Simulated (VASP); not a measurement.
## VASP 6.6.1, r²SCAN single-point calculation, SrO (strained rocksalt)

INCAR

```
ALGO = Normal
LELF = .TRUE.
ISIF = 2
ENCUT = 520
NSW = 0
ISMEAR = 0
NELM = 120
LCHARG = .TRUE.
LREAL = .FALSE.
EDIFF = 1E-7
IBRION = -1
LASPH = .TRUE.
METAGGA = R2SCAN
PREC = Accurate
SIGMA = 0.01
NBANDS = 15
LWAVE = .FALSE.
```

KPOINTS

```
KPOINTS created by Atomic Simulation Environment
0
Gamma
8 8 8
0 0 0
```

KPOINTS_OPT

```
special points
7
Reciprocal
0.0000000000 0.0000000000 0.0000000000 1
0.5000000000 0.0000000000 0.5000000000 1
0.6250000000 0.2500000000 0.6250000000 1
0.3750000000 0.3750000000 0.7500000000 1
0.5000000000 0.5000000000 0.5000000000 1
0.5000000000 0.2500000000 0.7500000000 1
0.5000000000 0.5000000000 0.0000000000 1
```

POSCAR

```
Sr O
 1.0000000000000000
     0.0000000000000000    2.6314901723999999    2.5540934026000000
     2.6314901723999999    0.0000000000000000    2.5540934026000000
     2.6314901723999999    2.6314901723999999    0.0000000000000000
 Sr  O
   1   1
Cartesian
  0.0000000000000000  0.0000000000000000  0.0000000000000000
  2.6314901723999999  2.6314901723999999  2.5540934026000000
```

VASP ran with the recommended PBE PAW datasets (16 valence electrons in the cell).

Command

```
mpirun -np 1 vasp_std
```

OSZICAR

```
N       E                     dE             d eps       ncg     rms          rms(c)
DAV:   1     0.487415856898E+02    0.48742E+02   -0.85784E+03  1770   0.106E+03
DAV:   2    -0.313206989079E+02   -0.80062E+02   -0.73193E+02  2473   0.223E+02
DAV:   3    -0.346348233355E+02   -0.33141E+01   -0.32929E+01  2380   0.412E+01
DAV:   4    -0.347007002711E+02   -0.65877E-01   -0.65871E-01  2048   0.566E+00
DAV:   5    -0.347023140679E+02   -0.16138E-02   -0.16138E-02  2297   0.731E-01    0.149E+01
DAV:   6    -0.268950294711E+02    0.78073E+01   -0.45966E+00  2484   0.167E+01    0.141E+01
DAV:   7    -0.270253931961E+02   -0.13036E+00   -0.17309E-01  1784   0.373E+00    0.805E+00
DAV:   8    -0.270452652441E+02   -0.19872E-01   -0.92227E-02  1798   0.318E+00    0.756E-01
DAV:   9    -0.270429343353E+02    0.23309E-02   -0.16606E-02  2260   0.121E+00    0.242E-01
DAV:  10    -0.270428799813E+02    0.54354E-04   -0.18163E-03  1910   0.428E-01    0.122E-01
DAV:  11    -0.270430594762E+02   -0.17949E-03   -0.37996E-04  1784   0.184E-01    0.652E-02
DAV:  12    -0.270430635827E+02   -0.41065E-05   -0.28256E-05  2288   0.416E-02    0.204E-02
DAV:  13    -0.270430602321E+02    0.33506E-05   -0.85593E-06  2183   0.278E-02    0.113E-02
DAV:  14    -0.270430595182E+02    0.71396E-06   -0.91109E-07  2127   0.811E-03    0.294E-03
DAV:  15    -0.270430592832E+02    0.23498E-06   -0.40414E-08  1194   0.161E-03    0.233E-03
DAV:  16    -0.270430592184E+02    0.64762E-07   -0.18359E-08   948   0.121E-03
   1 F= -.27043059E+02 E0= -.27043059E+02  d E =-.330217E-34
       N       E                     dE             ncg
DAV:   1     0.974616275897E+03   -0.45029E+04      210
DAV:   2     0.439073777094E+03   -0.53554E+03      287
DAV:   3     0.419237827638E+03   -0.19836E+02      296
DAV:   4     0.418719813423E+03   -0.51801E+00      239
DAV:   5     0.418708984574E+03   -0.10829E-01      260
DAV:   6     0.418708644838E+03   -0.33974E-03      253
DAV:   7     0.418708632292E+03   -0.12546E-04      257
DAV:   8     0.418708631812E+03   -0.48003E-06      200
DAV:   9     0.418708631793E+03   -0.18653E-07      155
```

From OUTCAR

```
k-points           NKPTS =     59   k-points in BZ     NKDIM =     59   number of bands    NBANDS=     15

   NELECT =      16.0000    total number of electrons

   dimension x,y,z NGX =    28 NGY =   28 NGZ =   28
   dimension x,y,z NGXF=    56 NGYF=   56 NGZF=   56

  energy-cutoff  :      520.00
  volume of cell :       35.37
      direct lattice vectors                 reciprocal lattice vectors
     0.000000000  2.631490172  2.554093403    -0.190006410  0.190006410  0.195764180
     2.631490172  0.000000000  2.554093403     0.190006410 -0.190006410  0.195764180
     2.631490172  2.631490172  0.000000000     0.190006410  0.190006410 -0.195764180

 k-points in reciprocal lattice and weights: KPOINTS created by Atomic Simulation Env
   0.00000000  0.00000000  0.00000000       0.002
   0.12500000  0.00000000  0.00000000       0.016
   0.25000000  0.00000000  0.00000000       0.016
   0.37500000  0.00000000  0.00000000       0.016
   0.50000000  0.00000000  0.00000000       0.008
   0.12500000  0.12500000  0.00000000       0.004
   0.25000000  0.12500000  0.00000000       0.016
   0.37500000  0.12500000  0.00000000       0.016
   ...

 E-fermi :   1.3095

 k-point     1 :       0.0000    0.0000    0.0000
  band No.  band energies     occupation
      1     -32.4550      2.00000
      2     -14.8195      2.00000
      3     -13.5267      2.00000
      4     -13.5267      2.00000
      5     -13.5001      2.00000
      6       1.1299      2.00000
      7       1.1299      2.00000
      8       1.2271      2.00000
      9       5.5070      0.00000
     10       7.7815      0.00000
     11       7.7815      0.00000
     12       7.9914      0.00000
     13       9.8794      0.00000
     14      10.3098      0.00000
     15      14.2589      0.00000

 k-point     2 :       0.1250    0.0000    0.0000
  band No.  band energies     occupation
      1     -32.4381      2.00000
      2     -15.1068      2.00000
      3     -13.5404      2.00000
      4     -13.5199      2.00000
      5     -13.2687      2.00000
      6       0.7418      2.00000
      7       0.9556      2.00000
      8       1.0133      2.00000
      9       6.1737      0.00000
     10       7.6830      0.00000
     11       8.0899      0.00000
     12       8.2177      0.00000
     13      10.2600      0.00000
     14      10.7053      0.00000
     15      15.2379      0.00000

 k-point     3 :       0.2500    0.0000    0.0000
  band No.  band energies     occupation
      1     -32.3970      2.00000
      2     -15.5985      2.00000
      3     -13.5732      2.00000
      4     -13.5379      2.00000
      5     -12.8770      2.00000
      6      -0.0307      2.00000
      7       0.5748      2.00000
      8       0.6007      2.00000
      9       7.5383      0.00000
     10       7.7400      0.00000
     11       8.9226      0.00000
     12       8.9940      0.00000
     13      11.2271      0.00000
     14      11.6917      0.00000
     15      17.1544      0.00000

 k-point     4 :       0.3750    0.0000    0.0000
  band No.  band energies     occupation
      1     -32.3554      2.00000
      2     -15.9773      2.00000
      3     -13.6056      2.00000
      4     -13.5559      2.00000
      5     -12.5981      2.00000
      6      -0.6516      2.00000
      7       0.2375      2.00000
      8       0.2380      2.00000
      9       7.8763      0.00000
     10       9.2009      0.00000
     11       9.9217      0.00000
     12       9.9630      0.00000
     13      12.4640      0.00000
     14      12.8753      0.00000
     15      16.9904      0.00000

 k-point     5 :       0.5000    0.0000    0.0000
  band No.  band energies     occupation
      1     -32.3380      2.00000
      2     -16.1166      2.00000
      3     -13.6188      2.00000
      4     -13.5633      2.00000
      5     -12.5002      2.00000
      6      -0.8824      2.00000
      7       0.0986      2.00000
      8       0.1079      2.00000
      9       8.0931      0.00000
     10       9.9032      0.00000
     11      10.3946      0.00000
     12      10.4412      0.00000
     13      13.3071      0.00000
     14      13.5941      0.00000
     15      16.3964      0.00000

 k-point     6 :       0.1250    0.1250    0.0000
  band No.  band energies     occupation
      1     -32.4311      2.00000
      2     -15.1928      2.00000
      3     -13.5776      2.00000
      4     -13.5776      2.00000
      5     -13.1124      2.00000
      6       0.4712      2.00000
      7       1.0484      2.00000
      8       1.0484      2.00000
      9       6.1891      0.00000
     10       7.2470      0.00000
     11       8.4623      0.00000
     12       8.4623      0.00000
     13      10.1047      0.00000
     14      11.2073      0.00000
     15      15.6093      0.00000

 k-point     7 :       0.2500    0.1250    0.0000
  band No.  band energies     occupation
      1     -32.3973      2.00000
      2     -15.5160      2.00000
      3     -13.6271      2.00000
      4     -13.6009      2.00000
      5     -12.8811      2.00000
      6      -0.0350      2.00000
      7       0.7603      2.00000
      8       0.8483      2.00000
      9       6.8999      0.00000
     10       7.1676      0.00000
     11       9.1974      0.00000
     12       9.3019      0.00000
     13      10.6946      0.00000
     14      12.0620      0.00000
     15      17.2784      0.00000

 k-point     8 :       0.3750    0.1250    0.0000
  band No.  band energies     occupation
      1     -32.3562      2.00000
      2     -15.8379      2.00000
      3     -13.6597      2.00000
      4     -13.6186      2.00000
      5     -12.7193      2.00000
      6      -0.4095      2.00000
      7       0.3392      2.00000
      8       0.5084      2.00000
      9       7.1716      0.00000
     10       8.4787      0.00000
     11      10.1089      0.00000
     12      10.2172      0.00000
     13      11.9094      0.00000
     14      12.9026      0.00000
     15      17.3960      0.00000

 k-point     9 :       0.5000    0.1250    0.0000
  band No.  band energies     occupation
      1     -32.3319      2.00000
      2     -15.9992      2.00000
      3     -13.6570      2.00000
      4     -13.6532      2.00000
      5     -12.6582      2.00000
      6      -0.6253      2.00000
      7       0.2015      2.00000
      8       0.2381      2.00000
      9       7.8311      0.00000
     10       8.9994      0.00000
     11      10.6046      0.00000
     12      11.0075      0.00000
     13      13.0868      0.00000
     14      13.6400      0.00000
     15      15.9565      0.00000

 k-point    10 :      -0.3750    0.1250    0.0000
  band No.  band energies     occupation
      1     -32.3391      2.00000
      2     -15.9375      2.00000
      3     -13.6830      2.00000
      4     -13.6206      2.00000
      5     -12.7005      2.00000
      6      -0.6095      2.00000
      7       0.1665      2.00000
      8       0.4138      2.00000
      9       7.9505      0.00000
     10       8.8965      0.00000
     11      10.0893      0.00000
     12      10.8750      0.00000
     13      12.8726      0.00000
     14      13.3301      0.00000
     15      15.9382      0.00000

 k-point    11 :      -0.2500    0.1250    0.0000
  band No.  band energies     occupation
      1     -32.3734      2.00000
      2     -15.6780      2.00000
      3     -13.6737      2.00000
      4     -13.5713      2.00000
      5     -12.8507      2.00000
      6      -0.3045      2.00000
      7       0.3240      2.00000
      8       0.8032      2.00000
      9       7.4781      0.00000
     10       8.2506      0.00000
     11       9.0859      0.00000
     12      10.0322      0.00000
     13      11.9173      0.00000
     14      11.9971      0.00000
     15      17.5136      0.00000

 k-point    12 :      -0.1250    0.1250    0.0000
  band No.  band energies     occupation
      1     -32.4144      2.00000
      2     -15.3339      2.00000
      3     -13.6026      2.00000
      4     -13.5378      2.00000
      5     -13.0903      2.00000
      6       0.2199      2.00000
      7       0.6432      2.00000
      8       1.0896      2.00000
      9       7.0287      0.00000
     10       7.3711      0.00000
     11       8.3130      0.00000
     12       9.1141      0.00000
     13      10.9186      0.00000
     14      11.0129      0.00000
     15      16.5001      0.00000

 k-point    13 :       0.2500    0.2500    0.0000
  band No.  band energies     occupation
      1     -32.3742      2.00000
      2     -15.5055      2.00000
      3     -13.7000      2.00000
      4     -13.7000      2.00000
      5     -12.9608      2.00000
      6      -0.1429      2.00000
      7       0.9579      2.00000
      8       0.9579      2.00000
      9       6.0231      0.00000
     10       7.3887      0.00000
     11      10.1123      0.00000
     12      10.1123      0.00000
     13      10.7111      0.00000
     14      12.4468      0.00000
     15      18.5295      0.00000

 ...

  Total       -0.7068422     -0.7068422      0.1247156      0.0000000      0.0000000      0.0000000
  in kB      -32.0156815    -32.0156815      5.6488637      0.0000000      0.0000000      0.0000000
  external PRESSURE =     -19.4608331 kB  Pullay stress =       0.0000000 kB

 POSITION                                       TOTAL-FORCE (eV/Angst)
 -----------------------------------------------------------------------------------
      0.00000      0.00000      0.00000        -0.000000      0.000000      0.000000
      2.63149      2.63149      2.55409         0.000000     -0.000000      0.000000
 -----------------------------------------------------------------------------------
    total drift:                                0.000000      0.000000      0.000000

  FREE ENERGIE OF THE ION-ELECTRON SYSTEM (eV)
  ---------------------------------------------------
  free  energy   TOTEN  =       -27.0430592184 eV

  energy  without entropy=      -27.0430592184  energy(sigma->0) =      -27.04305922
```

```
gap between bands v and c : 3.62 eV
least direct gap          : 3.83 eV
pressure                  : -1.9 GPa
```

Band v is the last that the valence electrons fill when counted band by band, and c is the next.

The run took about 99 s on one core of a shared host (Intel Xeon Platinum 8488C) and held 0.2 GiB at most.
